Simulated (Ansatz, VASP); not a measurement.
## TiS2 (pbesol): VASP beside Ansatz

```
Ti S
1.0
     3.35147    0.00000    0.00000
    -1.67573    2.90245    0.00000
     0.00000    0.00000    5.63514
Ti S
1 2
Direct
  0.00000 0.00000 0.00000
  0.33333 0.66667 0.25276
  0.66667 0.33333 0.74724
```

Alike in both runs: functional PBEsol; k mesh 15 × 15 × 8; occupations gaussian, width 0.1 eV; no spin polarisation.

Ansatz relaxed the structure, and its values are those at the end. VASP's run is a single point on that final structure, the one shown.

|  | VASP | Ansatz |
| --- | --- | --- |
| version | VASP 6.6.1 | Ansatz 0.2.0 |
| potentials or method | VASP PAW PBE potentials, release 64 (Ti_sv, S) | scalar-relativistic, plane waves, PAW |
| plane-wave cutoff (eV) | 520 | 420 |
| valence electrons in the cell | 24 | 24 |

Ansatz gave:

- gap on the k mesh at the Fermi level (eV): none
- pressure (GPa): 0.0
- rms of the force components (eV/Å): 0.001

Q: Estimate VASP's values.

A: gap on the k mesh at the Fermi level (eV): none; pressure (GPa): 0.1; rms of the force components (eV/Å): 0.005.

A gap of «none» marks a metal or a gap that the smearing closes. With one functional, cell and mesh, what is left measures potentials, basis and numerics.

Caveats: the PAW data sets were made with another functional, which shifts forces and pressure a little (VASP).
